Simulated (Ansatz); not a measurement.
Reaction (ligand exchange at the Si–C bond): `FC(F)(F)[SiH2]Cl` + `O[SiH](O)S` → `O[SiH](O)S[SiH2]Cl` + trifluoromethane

Computed with Ansatz on PBE0-D4/def2-TZVP structures; ΔE is electronic, products minus reactants. CBS: MP2 limit from def2 TZ/QZ plus the TZ coupled-cluster correction, frozen cores. This one scheme is used for every species. DFT in def2-TZVPP. B3LYP here is the variant with VWN-RPA as its local correlation; programs differ in this. Each species was taken in one conformer, which may not be the lowest.

```
        level  ΔE (kcal/mol)
     B3LYP-D4          -24.8
         PBE0          -25.6
    CAM-B3LYP          -22.8
MP2/CBS(def2)          -28.2
```

**Question.** What does CCSD(T)/CBS give? (Best estimate.)

**Answer.** The calculation gave: -25.9 kcal/mol. The listed levels differ from it by 1.1, 0.3, 3.1, -2.3 kcal/mol.

Largest T1 diagnostic among the species: 0.012.

Leaving LDA and LC-ωPBE aside and taking each functional with its dispersion term where it has one, the values, not all of them listed here, spread over 4.3 kcal/mol, from PBE-QIDH to BLYP-D4. From PBE to PBE0 (25 % exact exchange), in def2-TZVPP and without D4, ΔE moves by −1.8 kcal/mol. At CCSD(T), def2-SVP lies +1.2 kcal/mol from the extrapolated value and def2-TZVPP +0.1 kcal/mol.

CCSD(T)/CBS has its own doubt, a few kJ/mol and more with outer-core shells, so smaller differences from it don't rank the levels.
